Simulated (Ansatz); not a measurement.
A crystal relaxed with r2SCAN in the plane-wave code Ansatz has space group P6_3/mmc (No. 194) and a = 3.462 Å, c = 6.992 Å.

| atom | site | x | y | z |
| --- | --- | --- | --- | --- |
| Xx | 2c | 0.3333 | 0.6667 | 0.2500 |
| S | 2d | 0.6667 | 0.3333 | 0.2500 |

The r2SCAN gap is indirect, 4.39 eV (K–Γ (0.33 of the way from K) to L–M (0.36 of the way from L)), below the direct gap of 4.64 eV at L–M (0.50 of the way from L). With HSE06 the valence top lies at K–Γ (0.33 of the way from K) and the conduction bottom at L–M (0.36 of the way from L), 4.94 eV higher; the smallest vertical gap, at L–M (0.50 of the way from L), is 5.21 eV. Meshes: r2SCAN 12×12×4, HSE06 6×6×4. r2SCAN's ε∞ is 4.4 along x and y, 3.6 along z.

Problem. Which element is Xx?
A. Mg
B. Sr
C. Be
D. Ca

Solution. C. Xx is Be: BeS in the h-MgO-type structure (it has left that coordination). Around Be lie 3 S at 2.00 Å; around S lie 3 Be at 2.00 Å.

Spin-unpolarised throughout. Whether this structure exists isn't addressed.

Where an edge lies off the special points, it is a point of the mesh or the k point where a search put PBE's edge or least direct gap, reused for the other functionals, whose own edges may lie a little apart.

The meshes of the hybrids are coarse, so their gaps aren't converged to the digits shown.
